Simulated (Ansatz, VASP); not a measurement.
## One calculation of Ge, two programs

```xyz
2
Lattice="0.0000 2.8099 2.8099 2.8099 0.0000 2.8099 2.8099 2.8099 0.0000" Properties=species:S:1:pos:R:3 pbc="T T T"
Ge    4.2149    4.2149    4.2149
Ge    2.8099    2.8099    2.8099
```

Change from the starting cell: volume scaled by 0.98.

Alike in both runs: task single point; functional LDA; k mesh 8 × 8 × 8; occupations fermi-dirac, width 0.05 eV; no spin polarisation.

```csv
,VASP,Ansatz
version,VASP 6.6.1,Ansatz 0.2.0
potentials or method,"VASP PAW LDA potentials, release 64 (Ge_d), cutoff 520 eV","all-electron LAPW, scalar-relativistic"
```

```tsv
	VASP	Ansatz	Ansatz less VASP
pressure (GPa)	0.3	0.1	-0.18
```

Ansatz ran all-electron here, so the differences hold the error of VASP's frozen core and of both bases.
